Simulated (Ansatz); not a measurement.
**ZnS: a test of stability by relaxation**

Aim: for ZnS, disturb the structure and relax it again.

Method: DFT r2SCAN, scalar-relativistic, plane waves, PAW, in Ansatz 0.2.0.

2 further runs of the same task are left out: 2 set aside as unsound or not needed.

### 1 The structure to begin with

The structure is cubic, space group F-43m (No. 216). The conventional cell has a = 5.389 Å, b = 5.389 Å, c = 5.389 Å, α = 90.00°, β = 90.00°, γ = 90.00°. Zn (site symmetry -43m) is surrounded by 4 S at 2.33 Å. S (site symmetry -43m) has 4 Zn at 2.33 Å as nearest neighbours.

As a file:

```cif
data_structure
_symmetry_space_group_name_H-M 'F-43m'
_symmetry_Int_Tables_number 216
_cell_length_a 5.3890
_cell_length_b 5.3890
_cell_length_c 5.3890
_cell_angle_alpha 90.000
_cell_angle_beta 90.000
_cell_angle_gamma 90.000
_cell_volume 156.51
loop_
_atom_site_label
_atom_site_type_symbol
_atom_site_symmetry_multiplicity
_atom_site_Wyckoff_symbol
_atom_site_fract_x
_atom_site_fract_y
_atom_site_fract_z
_atom_site_occupancy
Zn1 Zn 4 a 0.00000 0.00000 0.00000 1
S1 S 4 d 0.25000 0.75000 0.25000 1
```

It is built from the cell relaxed beforehand with the same method (19.56 Å³/atom).

### 2 The reference cell

The cell is repeated 2 times, 4 atoms in all. The reference gives a free energy of -8466.8992 eV, pressure 0.01 GPa, largest force 0.000 eV/Å and gap on the mesh 2.70 eV. It was computed beforehand with the settings of the runs below.

### 3 The disturbance

Atom 4 moved 0.30 Å. Displacements in the unstrained cell, with the mean shift removed:

```tsv
atom	ux (Å)	uy (Å)	uz (Å)
Zn1	0.019	0.054	0.049
Zn2	0.019	0.054	0.049
S3	0.019	0.054	0.049
S4	-0.058	-0.161	-0.146
```

### 4 Single point of the disturbed structure

Contents of input.yaml:

```yaml
crystal:
  lattice:
    - [0.0, -2.6945131942, -2.6945131942]
    - [0.0, 2.6945131942, -2.6945131942]
    - [5.3890263884, 0.0, 0.0]
  atoms:
    - { symbol: Zn, position: [0.4810032044, 0.500899951, 0.5035837916] }
    - { symbol: Zn, position: [-0.0189967956, 0.000899951, 0.0035837916] }
    - { symbol: S, position: [-0.0189967956, 0.500899951, 0.2535837916] }
    - { symbol: S, position: [0.5569903868, -0.0026998531, 0.7392486253] }
basis:
  ecutwfc: 500
kpoints:
  mp_grid: { grid: [6, 6, 4] }
hamiltonian:
  xc: r2scan
scf:
  occupations: { method: gaussian, width: 0.05 }
output:
  forces: true
  stress: true
  eigenvalues: true
```

Launch:

```console
$ ansatz run input.yaml --threads 1 --pin off --max-ram 2560MiB --backend cpu --events-out ev --progress --plain --runs-dir out
```

Further runs follow: relaxing from there.

Before running it: what results should come out? Wanted: end of the relaxation, from the reference; final space group; volume change.

The runs gave:

| quantity | value |
| --- | --- |
| cost of the disturbance | 72.9 meV/atom |
| end of the relaxation, from the reference | +0.0 meV/atom |
| final space group | F-43m (tolerance 0.05 Å; reference F-43m) |
| volume change | +0.01 % |

What this shows: The relaxation returns to the undisturbed structure, within 1.5 meV/atom: a sign of a true local minimum against this disturbance.
